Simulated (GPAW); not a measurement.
Here is a GPAW 26.7.0 calculation.

run.py

```python
from ase import Atoms
from ase.dft.bandgap import bandgap
from ase.io import write
from ase.units import GPa
from gpaw import GPAW, PW

atoms = Atoms(['O', 'O', 'O', 'O', 'C', 'C'],
              cell=[[2.63591123, -2.38737812, 0.0],
                    [2.63591123, 2.38737812, 0.0],
                    [0.0, 0.0, 6.58717491]],
              scaled_positions=[[0.33198, 0.705112, 0.603888],
                                [0.684084, 0.309748, 0.386692],
                                [0.18928, 0.805832, 0.112877],
                                [0.803212, 0.182114, 0.888301],
                                [0.491586, 0.497691, 0.498259],
                                [0.013593, 0.005555, -0.001533]],
              pbc=True)

calc = GPAW(mode=PW(800),
            xc='PBE',
            kpts={'size': (8, 8, 4), 'gamma': True},
            occupations={'name': 'fermi-dirac', 'width': 0.05},
            nbands=30,
            convergence={'density': 1e-05, 'energy': 1e-05},
            maxiter=150,
            txt='gpaw.txt')
atoms.calc = calc
energy = atoms.get_potential_energy()
forces = atoms.get_forces()
stress = atoms.get_stress()
calc.write('gs.gpw')
write('result.traj', atoms)
print(f'Energy: {energy:.6f} eV')
print('Forces (eV/A):')
print(forces.round(4))
print('Stress (GPa):', (stress / GPa).round(3))
print('Fermi level:', round(calc.get_fermi_level(), 4), 'eV')
print(f'Gap: {bandgap(calc)[0]:.4f} eV, direct: {bandgap(calc, direct=True)[0]:.4f} eV')
```

Potentials or basis: GPAW PAW data sets (gpaw-data 1.2.1), pw.

Command:

```console
$ OMP_NUM_THREADS=1 python run.py
```

**Question.** Estimate the largest force.

**Answer.** 5.054 eV/Å.

**Question.** Estimate the band gap on the k mesh.

**Answer.** 6.24 eV, indirect (least direct gap 6.75 eV).

**Question.** Predict the pressure.

**Answer.** 5.2 GPa.

Forces on the atoms (eV/Å):
```
O   -0.016  3.930  3.178
O   -0.408 -0.475 -0.277
O    0.463  0.150 -0.338
O    0.549 -0.586  0.318
C    0.421 -3.475 -2.873
C   -1.010  0.456 -0.009
```

A k mesh can miss the band edges.
